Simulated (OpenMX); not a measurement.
The system is Ag.

```
Ag
1.0
    -0.00622    2.03863    2.06720
     2.01497    0.04695    2.01403
     2.08560    2.05608   -0.02368
Ag
1
Direct
  0.00221 0.02855 0.98957
```

The cell isn't the ideal one: cell strained at random at fixed volume.

Base run:

| Item | Value |
| --- | --- |
| Program | OpenMX 3.8.5 |
| Functional | PBE |
| Potentials or basis | OpenMX 2013 PBE set, Ag7.0-s3p2d2, grid cutoff 500 Ry |
| k mesh | 11 × 11 × 11 |
| Occupations | fermi-dirac, width 0.05 eV |
| Spin | no spin polarisation |

Its results: band gap on the k mesh none (metal or under the smearing width); pressure 8.0 GPa.

After a change of settings the same cell gave: band gap on the k mesh none (metal or under the smearing width); pressure 6.8 GPa. Which change was it?
A. potentials or basis from OpenMX 2013 PBE set, Ag7.0-s3p2d2, grid cutoff 500 Ry to OpenMX 2013 PBE set, Ag7.0-s3p2d2, grid cutoff 350 Ry; k mesh from 11 × 11 × 11 to 15 × 15 × 15
B. potentials or basis from OpenMX 2013 PBE set, Ag7.0-s3p2d2, grid cutoff 500 Ry to OpenMX 2013 PBE set, Ag7.0-s3p2d2f1, grid cutoff 350 Ry
C. potentials or basis from OpenMX 2013 PBE set, Ag7.0-s3p2d2, grid cutoff 500 Ry to OpenMX 2013 PBE set, Ag7.0-s3p2d2, grid cutoff 350 Ry; k mesh from 11 × 11 × 11 to 7 × 7 × 7
D. potentials or basis from OpenMX 2013 PBE set, Ag7.0-s3p2d2, grid cutoff 500 Ry to OpenMX 2013 PBE set, Ag7.0-s3p2d2, grid cutoff 350 Ry

B.

Caveats: the basis of atomic orbitals isn't converged, which shifts pressures, moduli and gaps.
